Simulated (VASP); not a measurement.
AlCu under changes of volume

One of the cells (12.984 Å³/atom); the others are scaled copies at fixed shape and fractional positions:

```
CELL_PARAMETERS angstrom
2.96129 0.00000 0.00000
0.00000 2.96129 0.00000
0.00000 0.00000 2.96129
ATOMIC_POSITIONS crystal
Cu 0.50000 0.50000 0.50000
Al 0.00000 0.00000 0.00000
```

The cell comes from a database or a generator and needn't be the stable form of this composition.

| Property | Result |
| --- | --- |
| Program | VASP 6.6.1 |
| Functional | PBEsol |
| Potentials or basis | VASP PAW PBE potentials, release 64 (Cu, Al) |
| Cutoff | 520 eV |
| k mesh | 8 × 8 × 8 |
| Occupations | fermi-dirac, width 0.05 eV |
| Spin | no spin polarisation |

```tsv
volume (Å³/atom)	energy over the lowest point (meV/atom)	pressure (GPa)
12.465	?	?
12.724	2.08	2.9
12.984	0.00	-0.1
13.244	2.16	-2.4
13.504	8.12	-4.4
```

Problem. What does the run at 12.465 Å³/atom give?

Solution. Energy over the lowest point 8.92 meV/atom; pressure 6.1 GPa.

Worked out: A Birch-Murnaghan fit of order 2 (a polynomial in V^(-2/3)) to the other rows has its minimum at 12.98 Å³/atom with B0 = V·E''(V) = 130 GPa. It gives 8.78 meV/atom at 12.465 Å³/atom, against the run's 8.92, and -dE/dV = 5.7 GPa, against 6.1.

Energies are extrapolated to zero smearing.

Caveats: the PAW data sets were made with another functional, which shifts forces and pressure a little.
